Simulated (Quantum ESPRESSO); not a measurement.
# EuO: equation of state with PBE

Crystal: EuO.

```
CELL_PARAMETERS angstrom
0.00000 2.57195 2.57195
2.57195 0.00000 2.57195
2.57195 2.57195 0.00000
ATOMIC_POSITIONS crystal
Eu 0.00000 0.00000 0.00000
O 0.50000 0.50000 0.50000
```

- Program: Quantum ESPRESSO 7.5
- Task: equation of state
- Functional: PBE
- Potentials or basis: SSSP 1.3 efficiency PBE
- Cutoff: 748 eV
- Density cutoff: 5987 eV
- k mesh: 9 × 9 × 9
- Occupations: fermi-dirac, width 0.05 eV
- Spin: collinear spin, ferromagnetic start
- Starting moments: [7.0, 0.0] μB
- Mixing beta: 0.3
- Most SCF iterations: 120
- SCF threshold: 4e-10 Ry

```yaml
Equilibrium_volume: 16.22 Å³/atom
Bulk_modulus: 100 GPa
Pressure_derivative_of_the_bulk_modulus: 4.9
```

Energy against volume, from the lowest point:
| volume (Å³/atom) | energy (meV/atom) |
| --- | --- |
| 15.992 | 0.76 |
| 16.333 | 0.00 |
| 16.673 | 3.47 |
| 17.013 | 10.76 |
| 17.354 | 21.35 |
| 17.694 | 34.89 |
| 18.034 | 51.02 |

All runs of the series together: 12 min on 1 thread of Arm Neoverse V1, with other jobs on the host.

Caveat: without U or exact exchange the open f shell lies at the Fermi level, which spoils levels, moments and volumes. The state reached can hang on the start; a lower one may exist.
